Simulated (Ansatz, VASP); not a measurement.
# Cross-check of SnSe2 (rutile type (invented)) between VASP and Ansatz

Wanted: the spread between two codes on one cell, functional and k mesh. The cell is generated by rule, not measured, and may not be a known phase. The cell is taken from a series of runs on this material, whose earlier steps may have relaxed, scaled, displaced or heated it; both programs get it as it stands.

Calculated with Ansatz 0.2.0; plane waves, with VASP 6.6.1 beside it; relaxation of cell and atoms at PBE.

### 1. The structure

It takes space group P4_2/mnm (No. 136, tetragonal). Conventional cell: a = 6.550 Å, b = 6.550 Å, c = 4.035 Å, α = 90.00°, β = 90.00°, γ = 90.00°. Nearest to Sn lie 6 Se at 2.70 to 2.84 Å. Se has 3 Sn at 2.70 to 2.84 Å nearest. Farther neighbours and most contacts between anions are not listed.

### 2. Ansatz: relaxation of cell and atoms, PBE

Ansatz runs on its default PAW (the set named soft_2) files.

The relaxed volume is the usual yardstick between codes: in a stiff, nearly cubic crystal its relative difference is about their pressure difference at one cell divided by the bulk modulus.

Contents of input.yaml:

```yaml
crystal:
  lattice:
    - [6.5498678287, 0.0, 0.0]
    - [0.0, 6.5498678287, 0.0]
    - [0.0, 0.0, 4.0349887464]
  atoms:
    - { symbol: Sn, position: [0.0, 0.0, 0.0] }
    - { symbol: Sn, position: [0.5, 0.5, 0.5] }
    - { symbol: Se, position: [0.3065130424, 0.3065130424, 0.0] }
    - { symbol: Se, position: [0.6934869576, 0.6934869576, 0.0] }
    - { symbol: Se, position: [0.8065130424, 0.1934869576, 0.5] }
    - { symbol: Se, position: [0.1934869576, 0.8065130424, 0.5] }
kpoints:
  mp_grid: { grid: [6, 6, 10] }
hamiltonian:
  xc: pbe
scf:
  occupations: { method: gaussian, width: 0.01 }
output:
  forces: true
  stress: true
  eigenvalues: true
relax:
  adjacent_minimum: "off"
  f_tol: 0.005
  max_steps: 80
  cell: { stress_tol: 0.05 }
```

Run with:

```console
> ansatz run input.yaml --threads 4 --pin off --max-ram 9216MiB --backend cpu --events-out ev --progress --plain --runs-dir out
```

Numbers of over 12 decimals in the logs are rounded to 6 here.

Output:

```text
Engine: ansatz 0.2.0, aarch64-unknown-linux-gnu
Pseudopotentials: kind: paw
Pseudopotential: Sn, paw, valence charge 14, recommended cutoff 420 eV (normal), Sn.paw.azcp
Pseudopotential: Se, paw, valence charge 16, recommended cutoff 420 eV (normal), Se.paw.azcp
Functional definition: PBE
  parameter kappa = 0.804
  parameter beta = 0.066725
  exchange = pbe_x(kappa = kappa, mu = beta*pi^2/3)
  correlation = pbe_c(beta = beta)
Crystal: 6 atoms, lattice volume = 173.104 Å³
Basis set: ecut = 420 eV, 3377 PW (Γ), exchange–correlation on 90×90×54 points (8 copies of the dense FFT grid, shifted against one another)
Bands: 56, of which v1, the nominal top of the filled ones, is band 46 counted from 1 (45 counted from 0)
Symmetry: 16 space group operations
Space group: P42/mnm (ITA 136), of the structure as read, at distance tolerance 5.6e-5 Å
k-points: 60 of 360
Non-local potential: Sn, projectors of the file, l = 0: 2, l = 1: 2, l = 2: 2, l = 3: 2
Non-local potential: Se, projectors of the file, l = 0: 2, l = 1: 2, l = 2: 3, l = 3: 1
PAW form: soft (Blöchl's): semilocal exchange-correlation on the pseudo side does not see the compensation charge
PAW one-centre angular grid: Sn, 590 points (default); XC on 64 Gauss nodes
PAW one-centre angular grid: Se, 590 points (default); XC on 64 Gauss nodes
Initial density: superposition of atomic densities (neutral atoms: chi_scale 0, normalization atom), corrected by the library's trained network
Initial wavefunctions: pseudopotential atomic-orbital guess
Functional: x = pbe(κ = 0.804, μ = 0.219515), c = pbe(β = 0.066725)
SCF iter   1: F=—  HF=-33925.588686 eV  |F-HF|=—  |Δ(HF+E_count)|=         —  Δρ=1.81e-3  dr2=7.34e-3  ethr=1.77e-3  ⟨swp⟩=6.7  Hψ=13055  notcnv=0  defer=7
preconditioner: auto → LDOS  [insulator: Δε(μ)=0.045 eV  Ē_g=9.672 eV  σ=0.010 eV  W_gap=0.63  n_scr=38 (ndim 8)  ℏωp=16.0 eV  f_vac=0.117  D(μ)=1.98/eV (n_scr^D=8)  ε∞_Penn≈3.7  β→1.0]
SCF iter   2: F=—  HF=-33925.587946 eV  |F-HF|=—  |Δ(HF+E_count)|=   7.40e-4  Δρ=1.05e-3  dr2=4.72e-3  ethr=7.98e-6  ⟨swp⟩=3.0  Hψ=7654  notcnv=0  defer=212
SCF iter   3: F=—  HF=-33925.586319 eV  |F-HF|=—  |Δ(HF+E_count)|=   1.63e-3  Δρ=2.76e-4  dr2=2.28e-4  ethr=5.13e-6  ⟨swp⟩=3.6  Hψ=6323  notcnv=0  defer=212
SCF iter   4: F=—  HF=-33925.586243 eV  |F-HF|=—  |Δ(HF+E_count)|=   7.64e-5  Δρ=5.41e-5  dr2=2.94e-6  ethr=2.48e-7  ⟨swp⟩=2.0  Hψ=5551  notcnv=0  defer=212
SCF iter   5: F=—  HF=-33925.586247 eV  |F-HF|=—  |Δ(HF+E_count)|=   3.98e-6  Δρ=1.32e-5  dr2=2.30e-7  ethr=3.19e-9  ⟨swp⟩=2.0  Hψ=5467  notcnv=0  defer=212
SCF iter   6: F=-33925.586247 eV  HF=-33925.586247 eV  |F-HF|=2.19e-8  |Δ(HF+E_count)|=   4.80e-7  Δρ=3.89e-6  dr2=2.86e-8  ethr=1.09e-10  ⟨swp⟩=10.3  Hψ=15662  notcnv=0
SCF 1 converged in 6 iterations: F = -33925.586247 eV  dr2 = 2.86e-8
  greatest PAW one-centre occupation: 1.000 electrons in one spin orbital (limit 2), on the Se atom at site 5 (counted from 0), in its partial waves of l = 2
relax step   1: F+E_penalty+E_count = -33925.58624698 eV  Δ(F+E_penalty+E_count) = +0.000e0 eV  max|allowed force component| = 1.590e-2 eV/Å  Δτ_max = 0.0000 Å  P = -0.021 GPa  Ω = 173.104 Å³  (6 SCF iters, dr2 threshold 1.00e-7 eV, accepted)
[...]
relax step   2: F+E_penalty+E_count = -33925.58658367 eV  Δ(F+E_penalty+E_count) = -3.367e-4 eV  max|allowed force component| = 4.928e-3 eV/Å  Δτ_max = 0.0036 Å  P = +0.022 GPa  Ω = 173.209 Å³  energy of the carried Pulay correction = -1.860e-5 eV  (4 SCF iters, dr2 threshold 5.06e-8 eV, accepted)
[...]
relax step   3: F+E_penalty+E_count = -33925.58667576 eV  Δ(F+E_penalty+E_count) = -9.209e-5 eV  max|allowed force component| = 3.574e-3 eV/Å  Δτ_max = 0.0008 Å  P = +0.028 GPa  Ω = 173.341 Å³  energy of the carried Pulay correction = -4.205e-5 eV  (5 SCF iters, dr2 threshold 8.95e-9 eV, accepted)
[...]
relax step   4: F+E_penalty+E_count = -33925.58669662 eV  Δ(F+E_penalty+E_count) = -2.086e-5 eV  max|allowed force component| = 2.840e-5 eV/Å  Δτ_max = 0.0007 Å  P = -0.002 GPa  Ω = 173.430 Å³  energy of the carried Pulay correction = -5.777e-5 eV  (4 SCF iters, dr2 threshold 1.08e-8 eV, accepted)
[...]
relax step   5: F+E_penalty+E_count = -33925.58673929 eV  Δ(F+E_penalty+E_count) = -4.267e-5 eV  max|allowed force component| = 4.013e-5 eV/Å  Δτ_max = 0.0000 Å  P = -0.002 GPa  Ω = 173.430 Å³  stress off target by 2.47e-3 GPa  SCF on the basis re-selected at this cell (its energy is not comparable with the rows above)  (5 SCF iters)
basis re-selected at this cell: Δ(F+E_penalty+E_count) = -4.267e-5 eV, ΔP = +0.000 GPa vs the last step (what re-selecting the basis moved, of the pressure what is left beyond the Pulay correction that the steps carried, after the strain that the cell walked since its last selection, with what the two solves' SCF thresholds leave and, on support functions, any second-order correction that the steps lacked; it is no m [...]
SCF converged after 5 iterations
Free energy (F): -33925.586739 eV
Harris-Foulkes:  -33925.586739 eV  (|F-HF|=2.18e-11)
Internal energy: -33925.586625 eV  (E = F + TS)
E sigma→0 (E₀):  -33925.586682 eV
Entropy (-TS):   -0.000115 eV (-0.019 meV/atom)
Fermi energy:    6.877145 eV
--- Per-component energies (eV) ---
  E_band       = -1859.100237
  E_kinetic    = 844.576441
  E_local      = -12643.248073  (includes V_loc(G=0)·N_el)
  E_nonlocal   = -2445.433730
  E_hartree    = 6405.487364
  E_xc         = -1177.526217
  E_vxc        = -579.493206  (∫ρ·V_xc dr)
  E_paw        = -15925.312720  (= ΣΔE_a)
  E_vpaw       = 153.525622  (= ΣTr[D̂ρ^β])
  E_aug_tail   = -0.002329  (compensation charges beyond the density's cutoff)
  E_ewald      = -8984.127361
  E_smearing   = -0.000115  (= −TS)
  E_closure    = -0.000000  (closes the sum)
  Σ components = -33925.586739   (vs F -33925.586739, Δ=0.00e0)
--- Forces (eV/Å), atoms counted from 1 ---
  atom   1  Sn     0.00000000     0.00000000     0.00000000
  atom   2  Sn     0.00000000    -0.00000000     0.00000000
  atom   3  Se    -0.00004013    -0.00004013     0.00000000
  atom   4  Se     0.00004013     0.00004013     0.00000000
  atom   5  Se    -0.00004013     0.00004013     0.00000000
  atom   6  Se     0.00004013    -0.00004013     0.00000000
  max |Σ_I F_I| component: 5.20e-18 eV/Å
--- Stress (GPa, compression-positive) ---
       -0.002467       0.000000       0.000000
        0.000000      -0.002467       0.000000
        0.000000       0.000000      -0.002027
  P = ⅓ Tr σ = -0.0023 GPa (-0.023 kbar)
--- Band table (eV; the first three rows and the last of 60) ---
  k-point 0: bands = [... 42 lower, 5.9130, 5.9130, 6.5377, 6.5377, 7.2082, 8.1588, 9.2978, 9.2978, ... 6 higher]
  k-point 1: bands = [... 42 lower, 5.3940, 6.4437, 6.5891, 6.5891, 7.1380, 8.5304, 9.7730, 9.7730, ... 6 higher]
  k-point 2: bands = [... 42 lower, 4.5319, 6.4928, 6.4928, 6.9254, 7.0823, 9.0798, 10.3796, 10.6044, ... 6 higher]
  k-point 59: bands = [... 42 lower, 5.9914, 5.9914, 6.2583, 6.2583, 7.1595, 7.1595, 11.1232, 11.1232, ... 6 higher]
--- Relaxed structure (4 steps of the walk, 4 accepted, 1 SCFs on fresh bases) ---
  F+E_penalty+E_count = -33925.58673929 eV   max|allowed force component| = 4.013e-5 eV/Å   (the final SCF, on the basis selected at the relaxed cell)
  cell:  # Å, volume = 173.4296 Å³
    - [6.566281, 0, 0.0]
    - [0, 6.566281, 0.0]
    - [0.0, 0.0, 4.022392]
  atoms:
    - { symbol: Sn, position: [0, 0, 0.0] }
    - { symbol: Sn, position: [0.5, 0.5, 0.5] }
    - { symbol: Se, position: [0.306899, 0.306899, 0.0] }
    - { symbol: Se, position: [0.693101, 0.693101, 0.0] }
    - { symbol: Se, position: [0.806899, 0.193101, 0.5] }
    - { symbol: Se, position: [0.193101, 0.806899, 0.5] }
```

In the SCF lines HF is the Harris–Foulkes energy and dr2 the Hartree energy of the density residual, in eV; the loop may stop once dr2 is under the threshold and the program's other checks hold. Hψ counts applications of the Hamiltonian.

### 3. VASP: relaxation of cell and atoms, PBE

The same cell, functional, mesh and smearing now go to VASP, with its own data sets.

Lines of VASP's logs that name or quote its potential files are left out, and so is its time.

Contents of INCAR:

```
SYSTEM = SnSe2
PREC = Accurate
ENCUT = 500
EDIFF = 1E-07
NELM = 120
ISMEAR = 0
SIGMA = 0.01
LREAL = .FALSE.
ALGO = Normal
GGA = PE
NBANDS = 32
LORBIT = 11
LWAVE = .FALSE.
LCHARG = .FALSE.
ISIF = 3
IBRION = 2
NSW = 80
EDIFFG = -0.005
LASPH = .TRUE.
GGA_COMPAT = .FALSE.
NELMIN = 4
KPAR = 2
```

Contents of POSCAR:

```
SnSe2
1.0
    6.5498680000      0.0000000000      0.0000000000
    0.0000000000      6.5498680000      0.0000000000
    0.0000000000      0.0000000000      4.0349890000
Sn Se
2 4
Direct
    0.0000000000      0.0000000000      0.0000000000
    0.5000000000      0.5000000000      0.4999998761
    0.3065130473      0.3065130473      0.0000000000
    0.6934869527      0.6934869527      0.0000000000
    0.8065130473      0.1934869527      0.4999998761
    0.1934869527      0.8065130473      0.4999998761
```

Contents of KPOINTS:

```
Automatic mesh
0
Gamma
6 6 10
0 0 0
```

The projector-augmented-wave data sets are Sn_d and Se (PBE family, release 64).

Run with:

```console
> mpirun -np 2 vasp_std
```

Output:

```text
[banner, memory and clock lines left out]
running    2 mpi-ranks, on    1 nodes
 distrk:  each k-point on    1 cores,    2 groups
 distr:  one band on    1 cores,    1 groups

 POSCAR found type information on POSCAR SnSe
 POSCAR found :  2 types and       6 ions
 LDA part: xc-table for (Slater+PW92), standard interpolation
 POSCAR, INCAR and KPOINTS ok, starting setup
 FFT: planning ... GRIDC
 FFT: planning ... GRID_SOFT
 FFT: planning ... GRID
 WAVECAR not read
 entering main loop
       N       E                     dE             d eps       ncg     rms          rms(c)
DAV:   1     0.490923515887E+03    0.49092E+03   -0.23065E+04  3912   0.177E+03
DAV:   2     0.498214560675E+02   -0.44110E+03   -0.42962E+03  3960   0.474E+02
DAV:   3    -0.197755243971E+02   -0.69597E+02   -0.68167E+02  4680   0.167E+02
DAV:   4    -0.232470735328E+02   -0.34715E+01   -0.34512E+01  4544   0.406E+01
DAV:   5    -0.233469295804E+02   -0.99856E-01   -0.99811E-01  5712   0.714E+00    0.630E+00
DAV:   6    -0.225919441833E+02    0.75499E+00   -0.14935E+00  5240   0.102E+01    0.391E+00
DAV:   7    -0.225511358452E+02    0.40808E-01   -0.41260E-01  5112   0.314E+00    0.148E+00
DAV:   8    -0.225483809441E+02    0.27549E-02   -0.41171E-02  4808   0.182E+00    0.267E-01
DAV:   9    -0.225485033999E+02   -0.12246E-03   -0.49931E-03  4888   0.654E-01    0.970E-02
DAV:  10    -0.225485946913E+02   -0.91291E-04   -0.48627E-04  4864   0.145E-01    0.317E-02
DAV:  11    -0.225486385674E+02   -0.43876E-04   -0.69187E-05  5040   0.498E-02    0.106E-02
DAV:  12    -0.225486385538E+02    0.13564E-07   -0.58393E-06  4768   0.153E-02    0.548E-03
DAV:  13    -0.225486393407E+02   -0.78692E-06   -0.21020E-06  4528   0.943E-03    0.135E-03
DAV:  14    -0.225486393716E+02   -0.30851E-07   -0.14755E-07  3384   0.231E-03
   1 F= -.22548639E+02 E0= -.22548588E+02  d E =-.225486E+02
[...]
2 F= -.22548807E+02 E0= -.22548754E+02  d E =-.167838E-03
[...]
3 F= -.22548946E+02 E0= -.22548890E+02  d E =-.306323E-03
[...]
4 F= -.22548873E+02 E0= -.22548815E+02  d E =-.233904E-03
[...]
5 F= -.22548974E+02 E0= -.22548918E+02  d E =-.334610E-03
[...]
6 F= -.22548985E+02 E0= -.22548928E+02  d E =-.111998E-04
 trial-energy change:   -0.000011  1 .order   -0.000013   -0.000149    0.000122
 step:   0.7895(harm=  0.8078)  dis= 0.00016  next Energy=   -22.549014 (dE=-0.397E-04)
 bond charge predicted
       N       E                     dE             d eps       ncg     rms          rms(c)
DAV:   1    -0.225494886986E+02   -0.50351E-03   -0.12322E-02  4896   0.121E+00    0.120E-01
DAV:   2    -0.225491207785E+02    0.36792E-03   -0.82076E-04  4920   0.340E-01    0.559E-02
DAV:   3    -0.225490115775E+02    0.10920E-03   -0.35862E-04  4984   0.206E-01    0.140E-02
DAV:   4    -0.225490129247E+02   -0.13472E-05   -0.21926E-05  4328   0.374E-02    0.686E-03
DAV:   5    -0.225490136664E+02   -0.74173E-06   -0.18178E-06  5624   0.110E-02    0.208E-03
DAV:   6    -0.225490140383E+02   -0.37191E-06   -0.25884E-07  3560   0.514E-03    0.532E-04
DAV:   7    -0.225490139647E+02    0.73687E-07   -0.22703E-08  2376   0.145E-03
   7 F= -.22549014E+02 E0= -.22548957E+02  d E =-.399831E-04
 curvature:  -0.62 expect dE=-0.632E-07 dE for cont linesearch -0.627E-07
 trial: gam=-0.02621 g(F)=  0.234E-08 g(S)=  0.100E-06 ort = 0.397E-05 (trialstep = 0.133E+01)
 search vector abs. value=  0.940E-09
 reached required accuracy - stopping structural energy minimisation
```

OUTCAR, selected parts (step 3):

```text
ion  position               nearest neighbor table
   1  0.000  0.000  0.000-   5 2.70   6 2.70   5 2.70   6 2.70   3 2.84   4 2.84
   2  0.500  0.500  0.500-   3 2.70   4 2.70   3 2.70   4 2.70   5 2.84   6 2.84
   3  0.307  0.307  0.000-   2 2.70   2 2.70   1 2.84
   4  0.693  0.693  0.000-   2 2.70   2 2.70   1 2.84
   5  0.807  0.193  0.500-   1 2.70   1 2.70   2 2.84
   6  0.193  0.807  0.500-   1 2.70   1 2.70   2 2.84

  LATTYP: Found a simple tetragonal cell.
 ALAT       =     6.5498680000
 C/A-ratio  =     0.6160412698

 Subroutine GETGRP returns: Found 16 space group operations
 (whereof  8 operations were pure point group operations)

The static configuration has the point symmetry D_2h.
 The point group associated with its full space group is D_4h.

 Found     60 irreducible k-points:

   k-points           NKPTS =     60   k-points in BZ     NKDIM =     60   number of bands    NBANDS=     32

   dimension x,y,z NGX =    48 NGY =   48 NGZ =   30
   dimension x,y,z NGXF=    96 NGYF=   96 NGZF=   60

   ENCUT  =  500.0 eV  36.75 Ry    6.06 a.u.  11.94 11.94  7.36*2*pi/ulx,y,z

   NELECT =      52.0000    total number of electrons

 k-points in reciprocal lattice and weights: Automatic mesh
   0.00000000  0.00000000  0.00000000       0.003
   0.16666667  0.00000000  0.00000000       0.011
   0.33333333  0.00000000  0.00000000       0.011
   0.50000000  0.00000000  0.00000000       0.006
   0.16666667  0.16666667  0.00000000       0.011
   0.33333333  0.16666667  0.00000000       0.022
   0.50000000  0.16666667  0.00000000       0.011
   0.33333333  0.33333333  0.00000000       0.011
   0.50000000  0.33333333  0.00000000       0.011
[...]
0.50000000  0.33333333  0.50000000       0.011
   0.50000000  0.50000000  0.50000000       0.003

 average (electrostatic) potential at core
       1-104.0565       2-104.0565       3 -54.5129       4 -54.5129       5 -54.5129
       6 -54.5129

 E-fermi :   3.3617

 k-point     1 :       0.0000    0.0000    0.0000
  band No.  band energies     occupation
    ...
     22       2.1136      2.00000
     23       2.3990      2.00000
     24       2.3990      2.00000
     25       3.0246      2.00000
     26       3.0246      2.00000
     27       3.6934      0.00000
     28       4.6397      0.00000
     29       5.7765      0.00000
     30       5.7765      0.00000
     31       6.8848      0.00000
    ...

 k-point     2 :       0.1667    0.0000    0.0000
  band No.  band energies     occupation
    ...
     22       1.8448      2.00000
     23       2.4180      2.00000
     24       2.4539      2.00000
     25       3.0162      2.00000
     26       3.0816      2.00000
     27       3.5369      0.00000
     28       4.5727      0.00000
     29       5.8471      0.00000
     30       5.9626      0.00000
     31       7.0080      0.00000
    ...

 k-point     3 :       0.3333    0.0000    0.0000
  band No.  band energies     occupation
    ...
     22       1.5350      2.00000
     23       2.4653      2.00000
     24       2.5154      2.00000
     25       2.8721      2.00000
     26       2.9684      2.00000
     27       3.5406      0.00000
     28       4.2949      0.00000
     29       6.0951      0.00000
     30       6.3517      0.00000
     31       7.3630      0.00000
    ...

  Total        0.0024504      0.0024504      0.0006835     -0.0000000      0.0000000      0.0000000
  in kB        0.0226335      0.0226335      0.0063133     -0.0000000      0.0000000      0.0000000
  external PRESSURE =       0.0171935 kB  Pullay stress =       0.0000000 kB

  energy-cutoff  :      500.00
  volume of cell :      173.46
      direct lattice vectors                 reciprocal lattice vectors
     6.564958110 -0.000000000  0.000000000     0.152323897  0.000000000  0.000000000
    -0.000000000  6.564958110  0.000000000     0.000000000  0.152323897  0.000000000
     0.000000000  0.000000000  4.024700940     0.000000000  0.000000000  0.248465666

 POSITION                                       TOTAL-FORCE (eV/Angst)
 -----------------------------------------------------------------------------------
      0.00000     -0.00000      0.00000         0.000000      0.000000      0.000000
      3.28248      3.28248      2.01235        -0.000000      0.000000      0.000000
      2.01429      2.01429      0.00000         0.000078      0.000078      0.000000
      4.55067      4.55067      0.00000        -0.000078     -0.000078      0.000000
      5.29677      1.26819      2.01235         0.000078     -0.000078      0.000000
      1.26819      5.29677      2.01235        -0.000078      0.000078      0.000000
 -----------------------------------------------------------------------------------
    total drift:                               -0.000000     -0.000000      0.000553

  FREE ENERGIE OF THE ION-ELECTRON SYSTEM (eV)
  ---------------------------------------------------
  free  energy   TOTEN  =       -22.5490139647 eV

  energy  without entropy=      -22.5489002184  energy(sigma->0) =      -22.54895709

 reached required accuracy - stopping structural energy minimisation

 total charge
# of ion       s       p       d       tot
------------------------------------------
    1        1.105   0.929  10.070  12.104
    2        1.105   0.929  10.070  12.104
    3        1.477   2.301   0.021   3.799
    4        1.477   2.301   0.021   3.799
    5        1.477   2.301   0.021   3.799
    6        1.477   2.301   0.021   3.799
--------------------------------------------------
tot          8.118  11.060  20.223  39.402

[... 3 further parts left out ...]
```

### 4. Differences

Known differences besides the potentials themselves: the data sets hold 92 valence electrons in Ansatz (on its default PAW (the set named soft_2) files) and 52 in VASP; the cutoff is 420 eV in Ansatz and 500 eV in VASP; Ansatz adds a Pulay correction to the stress that steers its cell, VASP none. Total energies have different zeros and are not compared.

The two programs side by side:

| quantity | Ansatz | VASP | difference |
| --- | --- | --- | --- |
| volume (Å³) | 173.43 | 173.46 | -0.02 % |
| edge a after relaxation, in the typed setting (Å) | 6.566 | 6.565 | +0.02 % |
| edge c after relaxation, in the typed setting (Å) | 4.022 | 4.025 | -0.06 % |

### 5. What came out

| Property | Result |
| --- | --- |
| difference in edge c after relaxation, in the typed setting (relaxation of cell and atoms, PBE) | -0.057 % |

**Reading.** The difference in edge c after relaxation, in the typed setting is -0.057 % (relaxation of cell and atoms, PBE), within the 1.2 % picked in this series as the mark of a large difference, as far as the stopping tolerances let one tell. The data sets hold unlike numbers of valence electrons (92 in Ansatz and 52 in VASP), so part of the differences comes from the potentials. 1 further run of this series is not shown here. Such differences can come from data sets, numerical settings and the points named under the comparisons, not from the functional's error against experiment.

[Lines on the potential files, build, host, timing and source positions are cut from VASP's logs without a mark.]

[Logs are printed without paths, hosts, clocks, repeated set-up lines and the standing remarks that a program may print on its own settings, such as how far it seeks lower states.]

[Hosts, paths, dates, database ids (printed as entryN), source tags and the programs' standing remarks are cut or masked in the printed files.]
